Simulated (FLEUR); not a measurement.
# Au (Fm-3m) in FLEUR: further runs

One crystal, Au, is run at these levels: LDA; tasks: band structure, equation of state.

Program: FLEUR MaX-R8.1 (later development tree). These are calculated values, not measurements. Logs are shortened: lines on timing, memory, paths and dates and some standing lists are left out, and cuts for length are marked.

**The experiment to reproduce.**

From “Exploring toroidal anvil profiles for larger sample volumes above 4 Mbar”, 2024, pmc:11102561, for a bulk crystal of Au: bulk modulus 167 GPa.

The results are compared with them further down.

### 1 Starting point

It takes space group Fm-3m (No. 225, cubic). The conventional cell has a = 4.070 Å, b = 4.070 Å, c = 4.070 Å, α = 90.00°, β = 90.00°, γ = 90.00°. Around Au (site symmetry m-3m) lie 12 Au at 2.88 Å.

### 2 Band structure, LDA

inp.xml reads:

```xml
<?xml version="1.0" encoding="UTF-8" standalone="no"?>
<fleurInput fleurInputVersion="0.39">
   <comment>
      Au                                                                                                  
   </comment>
   <calculationSetup>
      <cutoffs Kmax="4.1" Gmax="12.7" GmaxXC="12.7" numbands="0"/>
      <scfLoop itmax="60" minDistance="0.00001" maxIterBroyd="15" imix="Anderson" alpha="0.05" precondParam="0.0" spinf="2.0" sdNocoIR="T"/>
      <coreElectrons ctail="T" frcor="F" kcrel="0" coretail_lmax="0"/>
      <xcFunctional name="vwn" relativisticCorrections="F"/>
      <magnetism jspins="1"/>
      <soc l_soc="F" theta="0.0" phi="0.0" spav="F"/>
      <expertModes spex="0" secvar="F"/>
      <geometryOptimization l_f="F" forcealpha="1.0" forcemix="BFGS" epsdisp="0.00001" epsforce="0.00001"/>
      <ldaU l_linMix="F" mixParam="0.05" spinf="1.0"/>
   </calculationSetup>
   <cell>
      <bzIntegration valenceElectrons="19.0" mode="hist" fermiSmearingEnergy="0.00183747">
         <kPointListSelection listName="default-1"/>
         <!-- k-points included here -->
         <xi:include xmlns:xi="http://www.w3.org/2001/XInclude" href="kpts.xml"> </xi:include>
      </bzIntegration>
      <!-- symmetry operations included here -->
      <xi:include xmlns:xi="http://www.w3.org/2001/XInclude" href="sym.xml"> </xi:include>
      <bulkLattice scale="1.0">
         <bravaisMatrix>
            <row-1>    0.0000000000000000     3.8455926635609998     3.8455926635609998</row-1>
            <row-2>    3.8455926635609998     0.0000000000000000     3.8455926635609998</row-2>
            <row-3>    3.8455926635609998     3.8455926635609998     0.0000000000000000</row-3>
         </bravaisMatrix>
      </bulkLattice>
   </cell>
   <atomSpecies>
      <species name="Gold (Au)" element="Au" atomicNumber="79">
         <mtSphere radius="2.52" gridPoints="833" logIncrement="0.016"/>
         <atomicCutoffs lmax="10" lnonsphr="8"/>
         <electronConfig flipSpins="F">
            <coreConfig>(1s1/2) (2s1/2) (2p1/2) (2p3/2) (3s1/2) (3p1/2) (3p3/2) (4s1/2) (3d3/2) (3d5/2) (4p1/2) (4p3/2) (4d3/2) (4d5/2) (4f5/2) (4f7/2)</coreConfig>
            <valenceConfig>(5s1/2) (5p1/2) (5p3/2) (6s1/2) (5d3/2) (5d5/2)</valenceConfig>
            <stateOccupation state="(6s1/2)" spinUp="0.500000" spinDown="0.500000"/>
         </electronConfig>
         <energyParameters s="6" p="6" d="5" f="5"/>
         <lo type="SCLO" l="0" n="5" eDeriv="0"/>
         <lo type="SCLO" l="1" n="5" eDeriv="0"/>
         <lo type="SCLO" l="1" n="5" eDeriv="1"/>
         <lo type="SCLO" l="2" n="5" eDeriv="2"/>
         <lo type="SCLO" l="3" n="5" eDeriv="2"/>
      </species>
   </atomSpecies>
   <atomGroups>
      <atomGroup species="Gold (Au)">
         <relPos label="                   1">.0000000000 .0000000000 .0000000000</relPos>
         <force calculate="T" relaxXYZ="TTT"/>
      </atomGroup>
   </atomGroups>
   <output dos="F" band="F" slice="F">
      <checks vchk="F" cdinf="F"/>
      <bandDOS minEnergy="-.5*Htr" maxEnergy="0.5*Htr" sigma="0.015" storeEVData="T"/>
      <vacuumDOS vacdos="F" integ="F" star="F" nstars="0" locx1="0.0" locy1="0.0" locx2="0.0" locy2="0.0" nstm="0" tworkf="0.0"/>
      <unfoldingBand unfoldBand="F" supercellX="1" supercellY="1" supercellZ="1"/>
      <plotting iplot="0" polar="F">
         <plot TwoD="T" vec1="  1.0  0.0  0.0" vec2="  0.0  1.0  0.0" vec3="  0.0  0.0  1.0" zero="  0.0  0.0  0.0" file="plot"/>
      </plotting>
      <chargeDensitySlicing numkpt="0" minEigenval="0.0" maxEigenval="0.0" nnne="0" pallst="F"/>
      <specialOutput eonly="F"/>
      <moessbauerParams electricFieldGradient="T" isomerShift="T" coreHyperfine="T" valenceHyperfine="T"/>
      <magneticCircularDichroism mcd="F" energyLo="-10.0" energyUp="0.0"/>
   </output>
  <!-- We include the file relax.xml here to enable relaxations (see documentation) -->
  <xi:include xmlns:xi="http://www.w3.org/2001/XInclude" href="relax.xml"> <xi:fallback/> </xi:include>
</fleurInput>
```

crystal.txt reads:

```
Au
&input cartesian=F /
0.0000000000  2.0350000000  2.0350000000
2.0350000000  0.0000000000  2.0350000000
2.0350000000  2.0350000000  0.0000000000
1.8897261246
1.0 1.0 1.0

1
79 0.0000000000  0.0000000000  0.0000000000

&kpt div1=11 div2=11 div3=11 gamma=T /
```

inp.xml (bands) reads:

```
<?xml version="1.0" encoding="UTF-8" standalone="no"?>
<fleurInput fleurInputVersion="0.39">
   <comment>
      Au                                                                                                  
   </comment>
   <calculationSetup>
      <cutoffs Kmax="4.1" Gmax="12.7" GmaxXC="12.7" numbands="0"/>
      <scfLoop itmax="60" minDistance="0.00001" maxIterBroyd="15" imix="Anderson" alpha="0.05" precondParam="0.0" spinf="2.0" sdNocoIR="T"/>
      <coreElectrons ctail="T" frcor="F" kcrel="0" coretail_lmax="0"/>
      <xcFunctional name="vwn" relativisticCorrections="F"/>
      <magnetism jspins="1"/>
      <soc l_soc="F" theta="0.0" phi="0.0" spav="F"/>
      <expertModes spex="0" secvar="F"/>
      <geometryOptimization l_f="F" forcealpha="1.0" forcemix="BFGS" epsdisp="0.00001" epsforce="0.00001"/>
      <ldaU l_linMix="F" mixParam="0.05" spinf="1.0"/>
   </calculationSetup>
   <cell>
      <bzIntegration valenceElectrons="19.0" mode="hist" fermiSmearingEnergy="0.00183747">
         <kPointListSelection listName="path-1"/>
         <!-- k-points included here -->
         <xi:include xmlns:xi="http://www.w3.org/2001/XInclude" href="kpts.xml"> </xi:include>
      </bzIntegration>
      <!-- symmetry operations included here -->
      <xi:include xmlns:xi="http://www.w3.org/2001/XInclude" href="sym.xml"> </xi:include>
      <bulkLattice scale="1.0">
         <bravaisMatrix>
            <row-1>    0.0000000000000000     3.8455926635609998     3.8455926635609998</row-1>
            <row-2>    3.8455926635609998     0.0000000000000000     3.8455926635609998</row-2>
            <row-3>    3.8455926635609998     3.8455926635609998     0.0000000000000000</row-3>
         </bravaisMatrix>
      </bulkLattice>
   </cell>
   <atomSpecies>
      <species name="Gold (Au)" element="Au" atomicNumber="79">
         <mtSphere radius="2.52" gridPoints="833" logIncrement="0.016"/>
         <atomicCutoffs lmax="10" lnonsphr="8"/>
         <electronConfig flipSpins="F">
            <coreConfig>(1s1/2) (2s1/2) (2p1/2) (2p3/2) (3s1/2) (3p1/2) (3p3/2) (4s1/2) (3d3/2) (3d5/2) (4p1/2) (4p3/2) (4d3/2) (4d5/2) (4f5/2) (4f7/2)</coreConfig>
            <valenceConfig>(5s1/2) (5p1/2) (5p3/2) (6s1/2) (5d3/2) (5d5/2)</valenceConfig>
            <stateOccupation state="(6s1/2)" spinUp="0.500000" spinDown="0.500000"/>
         </electronConfig>
         <energyParameters s="6" p="6" d="5" f="5"/>
         <lo type="SCLO" l="0" n="5" eDeriv="0"/>
         <lo type="SCLO" l="1" n="5" eDeriv="0"/>
         <lo type="SCLO" l="1" n="5" eDeriv="1"/>
         <lo type="SCLO" l="2" n="5" eDeriv="2"/>
         <lo type="SCLO" l="3" n="5" eDeriv="2"/>
      </species>
   </atomSpecies>
   <atomGroups>
      <atomGroup species="Gold (Au)">
         <relPos label="                   1">.0000000000 .0000000000 .0000000000</relPos>
         <force calculate="T" relaxXYZ="TTT"/>
      </atomGroup>
   </atomGroups>
   <output dos="F" band="T" slice="F">
      <checks vchk="F" cdinf="F"/>
      <bandDOS minEnergy="-.5*Htr" maxEnergy="0.5*Htr" sigma="0.015" storeEVData="T"/>
      <vacuumDOS vacdos="F" integ="F" star="F" nstars="0" locx1="0.0" locy1="0.0" locx2="0.0" locy2="0.0" nstm="0" tworkf="0.0"/>
      <unfoldingBand unfoldBand="F" supercellX="1" supercellY="1" supercellZ="1"/>
      <plotting iplot="0" polar="F">
         <plot TwoD="T" vec1="  1.0  0.0  0.0" vec2="  0.0  1.0  0.0" vec3="  0.0  0.0  1.0" zero="  0.0  0.0  0.0" file="plot"/>
      </plotting>
      <chargeDensitySlicing numkpt="0" minEigenval="0.0" maxEigenval="0.0" nnne="0" pallst="F"/>
      <specialOutput eonly="F"/>
      <moessbauerParams electricFieldGradient="T" isomerShift="T" coreHyperfine="T" valenceHyperfine="T"/>
      <magneticCircularDichroism mcd="F" energyLo="-10.0" energyUp="0.0"/>
   </output>
  <!-- We include the file relax.xml here to enable relaxations (see documentation) -->
  <xi:include xmlns:xi="http://www.w3.org/2001/XInclude" href="relax.xml"> <xi:fallback/> </xi:include>
</fleurInput>
```

Potentials or basis: all-electron, FLAPW.

Command:

```console
inpgen -f crystal.txt -profile fastHighL
# inp.xml edited to the form shown
fleur_MPI
fleur_MPI   # second run, on inp.xml (bands)
```

The log of the run:

```text
Welcome to FLEUR        (www.flapw.de)
      MaX-Release 8.1          (www.max-centre.eu)

 ========== k-point set info ==========
 Selected k-point list: default-1
 k-point list type: mesh
 11 x 11 x 11
 Number of k points: 56

 ------------Calculation Setup---------------------------
 Number of MPI-tasks      :            1
 Number of PE/node        :            1
 Number of OMP-threads    :            1
 Most efficient MPI parallelization for:
           1           2           4           7           8          14          28          56
 Additional eigenvalue parallelization possible
 Number of basis functions:          175
 Approximate size of matrices (H+S) per k-point:         0.000 GB
 --------------------------------------------------------
 Iteration:     1   Distance:      17.17712533 me/bohr^3
 Iteration:     2   Distance:      15.41903100 me/bohr^3
 Iteration:     3   Distance:       6.77976966 me/bohr^3
 Iteration:     4   Distance:       2.17856392 me/bohr^3
 Iteration:     5   Distance:       1.92926312 me/bohr^3
 Iteration:     6   Distance:       0.16837592 me/bohr^3
 Iteration:     7   Distance:       0.03014720 me/bohr^3
 Iteration:     8   Distance:       0.01410589 me/bohr^3
 Iteration:     9   Distance:       0.00220039 me/bohr^3
 Iteration:    10   Distance:       0.00172106 me/bohr^3
 Iteration:    11   Distance:       0.00002645 me/bohr^3
 Iteration:    12   Distance:       0.00009163 me/bohr^3
 Iteration:    13   Distance:       0.00000127 me/bohr^3

 ********************************************************************
 Run finished successfully
 Stop message:
   all done
 ********************************************************************
```

output (bands):

```text
Welcome to FLEUR        (www.flapw.de)
      MaX-Release 8.1          (www.max-centre.eu)

 ========== k-point set info ==========
 Selected k-point list: path-1
 k-point list type: path
 Number of k points: 60

 ------------Calculation Setup---------------------------
 Number of MPI-tasks      :            1
 Number of PE/node        :            1
 Number of OMP-threads    :            1
 Most efficient MPI parallelization for:
           1           2           3           4           5           6          10          12          15          20          30          60
 Additional eigenvalue parallelization possible
 Number of basis functions:          179
 Approximate size of matrices (H+S) per k-point:         0.000 GB
 --------------------------------------------------------
 Fermi energy correction for metals:
 Fermi energy in bands.* files may not be consistent with last density.
 Please correct it manually (e.g. in band.gnu file).

 Note: Band structure data (together with different weights) is also stored in the banddos.hdf file.
       A convenient way of extracting and plotting the data from that file is by making use of the

 ********************************************************************
 Run finished successfully
 Stop message:
   Charge density postprocessing done.
 ********************************************************************
```

out.xml (last iteration):

```text
<iteration numberForCurrentRun="   13" overallNumber="   13">
         <energyParameters units="Htr">
            <atomicEP atomType="1" spin="1" branch="6s" branchLowest="-3.43" branchHighest="1.47" value="0.2664987919"/>
            <atomicEP atomType="1" spin="1" branch="6p" branchLowest="-1.63" branchHighest="2.38" value="0.4463599817"/>
            <atomicEP atomType="1" spin="1" branch="5d" branchLowest="-11.39" branchHighest="0.50" value="0.3073779335"/>
            <atomicEP atomType="1" spin="1" branch="5f" branchLowest="-2.44" branchHighest="2.55" value="0.7434313125"/>
            <loAtomicEP atomType="1" spin="1" branch="5s" branchLowest="-26.18" branchHighest="-3.43" value="-3.4365608502"/>
            <loAtomicEP atomType="1" spin="1" branch="5p" branchLowest="-19.45" branchHighest="-1.63" value="-1.6912182232"/>
            <loAtomicEP atomType="1" spin="1" branch="5p" branchLowest="-19.45" branchHighest="-1.63" value="-1.6912182232"/>
            <loAtomicEP atomType="1" spin="1" branch="5d" branchLowest="-11.39" branchHighest="0.50" value="0.2896537498"/>
            <loAtomicEP atomType="1" spin="1" branch="5f" branchLowest="-2.44" branchHighest="2.55" value="0.7434227410"/>
         </energyParameters>
         <eigenvalues>
            <eigenvaluesAt spin="1" ikpt="1" k_x="0.00000000" k_y="0.00000000" k_z="0.00000000">
                      -3.4370108940       -1.6412856343       -1.6412856343       -1.6412856343        0.0757305755
                       0.2714522313        0.2714522313        0.2714522313        0.3292146187        0.3292146187
                       0.9771572037        1.1241453389        1.1241453389        1.1241453389        1.3121968878
            </eigenvaluesAt>
            <eigenvaluesAt spin="1" ikpt="2" k_x="0.00000000" k_y="0.00000000" k_z="0.09090909">
                      -3.4369746314       -1.6419628282       -1.6413881613       -1.6413881613        0.0863855291
                       0.2680600847        0.2750397671        0.2750397671        0.3276861173        0.3276861173
                       0.9892215150        1.0660222890        1.1369490025        1.1369490025        1.3384510898
            </eigenvaluesAt>
            <eigenvaluesAt spin="1" ikpt="3" k_x="0.00000000" k_y="0.00000000" k_z="0.18181818">
                      -3.4368775358       -1.6437763854       -1.6416626988       -1.6416626988        0.1156374052
                       0.2624517356        0.2815488730        0.2815488730        0.3277816768        0.3277816768
                       0.9507452228        1.0200767852        1.1683402441        1.1683402441        1.2581172270
            </eigenvaluesAt>
            <eigenvaluesAt spin="1" ikpt="4" k_x="0.00000000" k_y="0.00000000" k_z="0.27272727">
[... 33 lines left out ...]
         <allElectronCharges>
            <spinDependentCharge spin="1" total="79.0000000" interstitial="1.4777901" mtSpheres="77.5222099"/>
            <totalCharge value="78.9999999955"/>
         </allElectronCharges>
         <moessbauerParams unitsHFF="kG" unitsIS="e/bohr^3" unitsEFG="Htr/bohr^2">
            <coreIsomerShift atomType="1" isTotal="2305980.28940">
               <shell n="1" l="0" isomerShift="1910063.84186"/>
               <shell n="2" l="0" isomerShift="286391.97399"/>
               <shell n="2" l="1" isomerShift="20636.22312"/>
               <shell n="3" l="0" isomerShift="65540.73952"/>
               <shell n="3" l="1" isomerShift="5296.47961"/>
               <shell n="4" l="0" isomerShift="16720.62246"/>
               <shell n="3" l="2" isomerShift="0.00217"/>
               <shell n="4" l="1" isomerShift="1330.40608"/>
               <shell n="4" l="2" isomerShift="0.00058"/>
               <shell n="4" l="3" isomerShift="0.00000"/>
            </coreIsomerShift>
            <isomerShift atomType="1" nucleusRadius="0.0001374" averageDensity="2309467.93208"/>
            <electricFieldGradient atomType="1" VXX="0.00000" VYY="0.00000" VZZ="0.00000" asymParam="0.00000">
            </electricFieldGradient>
         </moessbauerParams>
         <totalEnergy                                    value="   -19037.4459663541" units="Htr">
            <sumOfEigenvalues                            value="   -11697.8470149915">
               <coreElectrons value="-11684.2735279118"/>
               <valenceElectrons value="-13.5734870798"/>
            </sumOfEigenvalues>
            <densityCoulombPotentialIntegral value="-33097.3201393197"/>
            <densityEffectivePotentialIntegral value="-33568.5733146273"/>
            <chargeDenXCDenIntegral value="-354.9760068179"/>
            <FockExchangeEnergyValence value="0.0000000000"/>
            <FockExchangeEnergyCore value="0.0000000000"/>
            <atomTypeDependentContributions atomType="1">
               <electronNucleiInteractionDifferentMTs value="23963.5312588865"/>
               <MadelungTerm value="-41.0049306257"/>
            </atomTypeDependentContributions>
            <tkbTimesEntropy value="0.0000476955"/>
            <freeEnergy value="-19037.4460140496"/>
            <extrapolationTo0K value="-19037.4459902018"/>
         </totalEnergy>
         <densityConvergence units="me/bohr^3">
            <chargeDensity spin="1" distance="0.0000012720"/>
         </densityConvergence>
      </iteration>
```

Run time: 8.9 s. Hardware: 1 thread of Arm Neoverse V2, shared host; peak memory 0.04 GiB.

Results:

- Free energy: -518035.2966 eV
- Band gap along the path: none (metal or under the smearing width)
- Valence electrons inside the program's atomic spheres: Au 17.52 (radii Au 2.52 bohr)

Levels at the corners of the path, in eV from the Fermi level:
```tsv
point	band 6	band 7	band 8	band 9	band 10	band 11	band 12	band 13
Γ	-4.75	-4.75	-4.75	-3.18	-3.18	14.45	18.45	18.45
X	-6.86	-1.98	-1.61	-1.61	0.91	5.77	9.95	9.95
W	-5.24	-5.24	-3.35	-1.61	4.66	6.30	6.30	9.51
K	-5.93	-3.89	-2.89	-2.08	3.77	4.67	7.48	12.59
Γ	-4.75	-4.75	-4.75	-3.18	-3.18	14.45	18.45	18.45
L	-4.79	-4.79	-1.94	-1.94	-1.07	3.07	13.91	17.08
U	-5.93	-3.89	-2.89	-2.08	3.77	4.67	7.48	12.59
W	-5.24	-5.24	-3.35	-1.61	4.66	6.30	6.30	9.51
L	-4.79	-4.79	-1.94	-1.94	-1.07	3.07	13.91	17.08
K	-5.93	-3.89	-2.89	-2.08	3.77	4.67	7.48	12.59
U	-5.93	-3.89	-2.89	-2.08	3.77	4.67	7.48	12.59
X	-6.86	-1.98	-1.61	-1.61	0.91	5.77	9.95	9.95
```

Core levels (eV from the Fermi level):
```
atom                                                                                                                                                                                                                                     levels
1 Au  1s1/2 -80590.0, 2s1/2 -14207.3, 2p1/2 -13626.4, 2p3/2 -11792.4, 3s1/2 -3350.6, 3p1/2 -3089.2, 3p3/2 -2684.6, 4s1/2 -724.5, 3d3/2 -2249.6, 3d5/2 -2162.6, 4p1/2 -613.1, 4p3/2 -515.8, 4d3/2 -333.3, 4d5/2 -315.2, 4f5/2 -80.9, 4f7/2 -77.0
```

Caveat: spin-orbit coupling is left out, which moves the levels of the heavy elements.

(Part 1 of 2 ends here.)
